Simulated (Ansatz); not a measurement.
Space group Pm-3m (No. 221). a = 3.859 Å, b = 3.859 Å, c = 3.859 Å, α = 90.00°, β = 90.00°, γ = 90.00°
| atom | site | symmetry | x | y | z |
| --- | --- | --- | --- | --- | --- |
| Sr | 1b | m-3m | 0.5000 | 0.5000 | 0.5000 |
| V | 1a | m-3m | 0.0000 | 0.0000 | 0.0000 |
| O | 3d | 4/mm.m | 0.5000 | 0.0000 | 0.0000 |

Equation of state of this SrVO3 structure (not necessarily the ground state), with shape and atoms relaxed at each volume where symmetry leaves them free. It has no gap at any of these volumes. Level of theory: Ansatz 0.2.0, DFT PBE, scalar-relativistic, plane waves, PAW.

Plane waves to 420 eV, a k mesh through Γ of 10×10×10 on the computed 5-atom cell and Gaussian smearing (0.10 eV); collinear spin.

```json
{"V (Å³/atom)": "10.803", "E − E(largest V) (meV/atom)": "5.37", "P (GPa)": "12.80"}
{"V (Å³/atom)": "11.148", "E − E(largest V) (meV/atom)": "-14.54", "P (GPa)": "5.88"}
{"V (Å³/atom)": "11.492", "E − E(largest V) (meV/atom)": "-20.72", "P (GPa)": "0.01"}
{"V (Å³/atom)": "11.837", "E − E(largest V) (meV/atom)": "-15.25", "P (GPa)": "-4.97"}
{"V (Å³/atom)": "12.182", "E − E(largest V) (meV/atom)": "0.00", "P (GPa)": "-9.19"}
```

Problem. Fit a third-order Birch–Murnaghan equation to E(V).

Solution. V0 = 11.49 Å³/atom, B0 = 179 GPa, B0' = 4.6.

Moments started parallel, and an antiferromagnetic order may lie lower.

Symmetry holds off the tilts and polar distortions that many cubic perovskites undergo.